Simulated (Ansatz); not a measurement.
# Ta: properties at the relaxed cell, part 2 of 2

Aim: for Ta, see whether it has a gap, which orbitals make up the states near it and how charge is shared, compare with the cell as listed and measure the bulk modulus from energies at several volumes.

Ansatz 0.2.0; DFT PBEsol, scalar-relativistic, plane waves, PAW. The steps go on from the part before.

## 6. Point at V/V0 = 0.94

The input, input.yaml:

```yaml
crystal:
  lattice:
    - [-1.6067756777, 1.6067756777, 1.6067756777]
    - [1.6067756777, -1.6067756777, 1.6067756777]
    - [1.6067756777, 1.6067756777, -1.6067756777]
  atoms:
    - { symbol: Ta, position: [0.0, 0.0, 0.0] }
basis:
  ecutwfc: 420
kpoints:
  mp_grid: { grid: [18, 18, 18] }
hamiltonian:
  xc: pbesol
scf:
  occupations: { method: gaussian, width: 0.1 }
output:
  forces: true
  stress: true
  eigenvalues: true
```

Started as:

```sh
> ansatz run input.yaml --threads 1 --pin off --max-ram 2560MiB --backend cpu --events-out ev --progress --plain --runs-dir out
```

What it wrote (excerpt; [...] marks lines left out):

```text
Warning: RAYON_NUM_THREADS=1 ignored (pool sized by the plan → 1); use --threads N
[...]
Pseudopotentials: kind: paw
Pseudopotential: Ta, paw, valence charge 13, recommended cutoff 420 eV (normal), Ta.paw.azcp
Functional definition: PBEsol
[...]
Crystal: 1 atoms, lattice volume = 16.593 Å³
Basis set: ecut = 420 eV, 321 PW (Γ), exchange–correlation on 40×40×40 points (8 copies of the dense FFT grid, shifted against one another)
Bands: 11, of which v1, the nominal top of the filled ones, is band 7 counted from 1 (6 counted from 0)
Symmetry: 48 space group operations
Space group: Im-3m (ITA 229), of the structure as read, at distance tolerance 2.6e-5 Å
k-points: 195 of 5832
[...]
SCF iter   1: F=—  HF=-9806.458132 eV  |F-HF|=—  |Δ(HF+E_count)|=         —  Δρ=2.48e-3  dr2=3.77e-4  ethr=1.77e-3  ⟨swp⟩=5.2  Hψ=12051  notcnv=0
[...]
SCF iter   6: F=-9806.457846 eV  HF=-9806.457846 eV  |F-HF|=1.18e-10  |Δ(HF+E_count)|=  9.09e-12  Δρ=9.85e-7  dr2=1.40e-10  ethr=5.46e-12  ⟨swp⟩=2.0  Hψ=7095  notcnv=0
[...]
SCF converged after 6 iterations
Free energy (F): -9806.457846 eV
[...]
E sigma→0 (E₀):  -9806.455079 eV
Entropy (-TS):   -0.005535 eV (-5.535 meV/atom)
Fermi energy:    20.256030 eV
[...]
--- Forces (eV/Å), atoms counted from 1 ---
  atom   1  Ta    -0.00000000     0.00000000     0.00000000
[...]
--- Stress (GPa, compression-positive) ---
       14.582814       0.000000       0.000000
       -0.000000      14.582814       0.000000
       -0.000000       0.000000      14.582814
  P = ⅓ Tr σ = 14.5828 GPa (145.828 kbar)
--- Band table (eV; the first three rows and the last of 195) ---
  k-point 0: bands = ["-46.5784", "-12.3938", "-12.3938", "-12.3938", "12.0571", "20.9758", "20.9758", "20.9758", "24.5454", "24.5454", "35.2308"]
[...]
```

Wall time 1.1 s (1 thread of Intel Xeon 6975P-C (Granite Rapids), shared host); peak memory 0.33 GiB.

## 7. The cell scaled to 1.06 of its volume

The input, input.yaml:

```yaml
crystal:
  lattice:
    - [-1.6724298856, 1.6724298856, 1.6724298856]
    - [1.6724298856, -1.6724298856, 1.6724298856]
    - [1.6724298856, 1.6724298856, -1.6724298856]
  atoms:
    - { symbol: Ta, position: [0.0, 0.0, 0.0] }
basis:
  ecutwfc: 420
kpoints:
  mp_grid: { grid: [18, 18, 18] }
hamiltonian:
  xc: pbesol
scf:
  occupations: { method: gaussian, width: 0.1 }
output:
  forces: true
  stress: true
  eigenvalues: true
```

Started as:

```sh
> ansatz run input.yaml --threads 1 --pin off --max-ram 2560MiB --backend cpu --events-out ev --progress --plain --runs-dir out
```

What it wrote (excerpt; [...] marks lines left out):

```text
[...]
SCF converged after 6 iterations
Free energy (F): -9806.465997 eV
[...]
E sigma→0 (E₀):  -9806.462891 eV
Entropy (-TS):   -0.006211 eV (-6.211 meV/atom)
Fermi energy:    17.685669 eV
[...]
--- Forces (eV/Å), atoms counted from 1 ---
  atom   1  Ta     0.00000000    -0.00000000    -0.00000000
[...]
--- Stress (GPa, compression-positive) ---
      -10.796501       0.000000       0.000000
       -0.000000     -10.796501      -0.000000
       -0.000000       0.000000     -10.796501
  P = ⅓ Tr σ = -10.7965 GPa (-107.965 kbar)
--- Band table (eV; the first three rows and the last of 195) ---
  k-point 0: bands = ["-49.4667", "-15.4545", "-15.4545", "-15.4545", "9.9173", "18.3991", "18.3991", "18.3991", "21.5349", "21.5349", "32.1632"]
[...]
```

It took 1.1 s on 1 thread of Intel Xeon 6975P-C (Granite Rapids), shared host; peak memory 0.33 GiB.

## 8. The cell scaled to 0.91 of its volume

The input, input.yaml:

```yaml
crystal:
  lattice:
    - [-1.5894971807, 1.5894971807, 1.5894971807]
    - [1.5894971807, -1.5894971807, 1.5894971807]
    - [1.5894971807, 1.5894971807, -1.5894971807]
  atoms:
    - { symbol: Ta, position: [0.0, 0.0, 0.0] }
basis:
  ecutwfc: 420
kpoints:
  mp_grid: { grid: [18, 18, 18] }
hamiltonian:
  xc: pbesol
scf:
  occupations: { method: gaussian, width: 0.1 }
output:
  forces: true
  stress: true
  eigenvalues: true
```

Started as:

```sh
> ansatz run input.yaml --threads 1 --pin off --max-ram 2560MiB --backend cpu --events-out ev --progress --plain --runs-dir out
```

What it wrote (excerpt; [...] marks lines left out):

```text
[...]
SCF converged after 6 iterations
Free energy (F): -9806.394896 eV
[...]
E sigma→0 (E₀):  -9806.391800 eV
Entropy (-TS):   -0.006193 eV (-6.193 meV/atom)
Fermi energy:    20.990801 eV
[...]
--- Forces (eV/Å), atoms counted from 1 ---
  atom   1  Ta    -0.00000000     0.00000000    -0.00000000
[...]
--- Stress (GPa, compression-positive) ---
       23.706851       0.000000       0.000000
       -0.000000      23.706851      -0.000000
        0.000000      -0.000000      23.706851
  P = ⅓ Tr σ = 23.7069 GPa (237.069 kbar)
--- Band table (eV; the first three rows and the last of 195) ---
  k-point 0: bands = ["-45.7654", "-11.5188", "-11.5188", "-11.5188", "12.6923", "21.7115", "21.7115", "21.7115", "25.4039", "25.4039", "36.1061"]
[...]
```

It took 1.1 s on 1 thread of Intel Xeon 6975P-C (Granite Rapids), shared host; peak memory 0.33 GiB.

## 9. The cell scaled to 1.10 of its volume

The input, input.yaml:

```yaml
crystal:
  lattice:
    - [-1.6932075367, 1.6932075367, 1.6932075367]
    - [1.6932075367, -1.6932075367, 1.6932075367]
    - [1.6932075367, 1.6932075367, -1.6932075367]
  atoms:
    - { symbol: Ta, position: [0.0, 0.0, 0.0] }
basis:
  ecutwfc: 420
kpoints:
  mp_grid: { grid: [18, 18, 18] }
hamiltonian:
  xc: pbesol
scf:
  occupations: { method: gaussian, width: 0.1 }
output:
  forces: true
  stress: true
  eigenvalues: true
```

Started as:

```sh
> ansatz run input.yaml --threads 1 --pin off --max-ram 2560MiB --backend cpu --events-out ev --progress --plain --runs-dir out
```

What it wrote (excerpt; [...] marks lines left out):

```text
[...]
SCF converged after 6 iterations
Free energy (F): -9806.405497 eV
[...]
E sigma→0 (E₀):  -9806.402201 eV
Entropy (-TS):   -0.006592 eV (-6.592 meV/atom)
Fermi energy:    16.938025 eV
[...]
--- Forces (eV/Å), atoms counted from 1 ---
  atom   1  Ta    -0.00000000    -0.00000000     0.00000000
[...]
--- Stress (GPa, compression-positive) ---
      -16.479204       0.000000      -0.000000
        0.000000     -16.479204       0.000000
       -0.000000      -0.000000     -16.479204
  P = ⅓ Tr σ = -16.4792 GPa (-164.792 kbar)
--- Band table (eV; the first three rows and the last of 195) ---
  k-point 0: bands = ["-50.3169", "-16.3430", "-16.3430", "-16.3430", "9.3191", "17.6497", "17.6497", "17.6497", "20.6588", "20.6588", "31.2704"]
[...]
```

Wall time 1.2 s (1 thread of Intel Xeon 6975P-C (Granite Rapids), shared host); peak memory 0.34 GiB.

## 10. Point at V/V0 = 0.88

Changes to input.yaml since step 9:

```diff
@@ -2,5 +2,5 @@
   lattice:
-    - [-1.6932075367, 1.6932075367, 1.6932075367]
-    - [1.6932075367, -1.6932075367, 1.6932075367]
-    - [1.6932075367, 1.6932075367, -1.6932075367]
+    - [-1.571834639, 1.571834639, 1.571834639]
+    - [1.571834639, -1.571834639, 1.571834639]
+    - [1.571834639, 1.571834639, -1.571834639]
   atoms:
```

Started as:

```sh
> ansatz run input.yaml --threads 1 --pin off --max-ram 2560MiB --backend cpu --events-out ev --progress --plain --runs-dir out
```

What it wrote (excerpt; [...] marks lines left out):

```text
[...]
SCF converged after 6 iterations
Free energy (F): -9806.299754 eV
[...]
E sigma→0 (E₀):  -9806.296470 eV
Entropy (-TS):   -0.006569 eV (-6.569 meV/atom)
Fermi energy:    21.782964 eV
[...]
--- Forces (eV/Å), atoms counted from 1 ---
  atom   1  Ta     0.00000000    -0.00000000     0.00000000
[...]
--- Stress (GPa, compression-positive) ---
       34.090390      -0.000000      -0.000000
        0.000000      34.090390      -0.000000
       -0.000000      -0.000000      34.090390
  P = ⅓ Tr σ = 34.0904 GPa (340.904 kbar)
--- Band table (eV; the first three rows and the last of 195) ---
  k-point 0: bands = ["-44.9073", "-10.5884", "-10.5884", "-10.5884", "13.3770", "22.4926", "22.4926", "22.4926", "26.3136", "26.3136", "37.0327"]
[...]
```

Run time: 1.2 s. Hardware: 1 thread of Intel Xeon 6975P-C (Granite Rapids), shared host; peak memory 0.32 GiB.

## 11. Energy against volume

```
volume (Å³/atom)  energy above the lowest point (meV/atom)  pressure (GPa)  gap on the mesh (eV)
          15.534                                     203.9           34.09                  0.00
          16.063                                     108.6           23.71                  0.00
          16.593                                      45.3           14.58                  0.00
          17.123                                      10.5            6.69                  0.00
          17.652                                       0.0           -0.02                  0.00
          18.182                                       9.9           -5.78                  0.00
          18.711                                      37.5          -10.80                  0.00
          19.417                                      98.2          -16.48                  0.00
```

## 12. Results

The summary covers parts 1 to 2.

| quantity | value |
| --- | --- |
| gap | none (metal) |
| states at the Fermi level | 1.26 per eV per cell |
| Bader charges | Ta +0.00 e |
| listed cell | 4.6 meV/atom above the relaxed cell, -4.0 GPa, gap none (metal) |
| equilibrium volume of the fit | 17.65 Å³/atom |
| bulk modulus | 209 GPa |
| its pressure derivative | 4.0 |

Bands cross the Fermi level: a metal at this level of theory. Of the projected weight within 0.25 eV of the Fermi level, the largest part is Ta 5d (90 %). Held at the listed cell, the crystal is under -4.0 GPa and lies 4.6 meV/atom higher. The fit puts the minimum at 17.65 Å³/atom with B = 209 GPa and B' = 4.0. Against the measured bulk modulus of Ta, 194 GPa (quoted in “Refinement of the equation of state of tantalum”, 2004, arxiv:cond-mat/0403080), the calculated 209 GPa is off by +7.6 %. The calculation is for zero temperature. Spin-orbit coupling is left out, which matters for the bands of Ta.
